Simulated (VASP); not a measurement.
Here is a VASP 6.6.1 calculation.

The input INCAR:

```
  PREC = Accurate
  ENCUT = 600
  EDIFF = 1E-6
  ISMEAR = -1
  SIGMA = 0.05
  LREAL = False
  LASPH = True
  NELM = 100
  ALGO = Normal
  ISIF = 3
  LWAVE = False
  LCHARG = False
  GGA = PE
  IVDW = 11
  IBRION = 2
  NSW = 60
  EDIFFG = -0.005
```

KPOINTS

```
regular mesh
0
Gamma
  8 8 2
```

File POSCAR:

```
ZnS
1.0
    3.8120000000      0.0000000000      0.0000000000
   -1.9060000000      3.3012888392      0.0000000000
    0.0000000000      0.0000000000     18.6899900000
Zn S
6 6
Direct
    0.3333333333      0.6666666667      0.8333300000
    0.6666666667      0.3333333333      0.3333300000
    0.6666666667      0.3333333333      0.6666700000
    0.3333333333      0.6666666667      0.1666700000
    0.0000000000      0.0000000000      0.5000000000
    0.0000000000      0.0000000000      0.0000000000
    0.3333333333      0.6666666667      0.9583300000
    0.6666666667      0.3333333333      0.4583300000
    0.6666666667      0.3333333333      0.7916700000
    0.3333333333      0.6666666667      0.2916700000
    0.0000000000      0.0000000000      0.6250000000
    0.0000000000      0.0000000000      0.1250000000
```

Potentials or basis: VASP PAW PBE potentials, release 64 (Zn, S).

The run is started by

```bash
$ cat potpaw_PBE.64/Zn/POTCAR potpaw_PBE.64/S/POTCAR > POTCAR
$ mpirun -np 1 vasp_std > vasp.out
```

Task: Estimate the relaxed cell.

Result: a = 3.806 Å, b = 3.806 Å, c = 18.674 Å, α = 90.00°, β = 90.00°, γ = 120.00°.

Task: Estimate the relaxed volume.

Result: 19.52 Å³/atom.

Forces on the atoms (eV/Å):
```
Zn   0.000  0.000 -0.003
Zn   0.000  0.000 -0.003
Zn   0.000  0.000  0.003
Zn   0.000  0.000  0.003
Zn   0.000  0.000  0.003
Zn   0.000  0.000  0.003
S    0.000  0.000  0.000
S    0.000  0.000  0.000
S    0.000  0.000  0.001
S    0.000  0.000  0.001
S    0.000  0.000 -0.004
S    0.000  0.000 -0.004
```
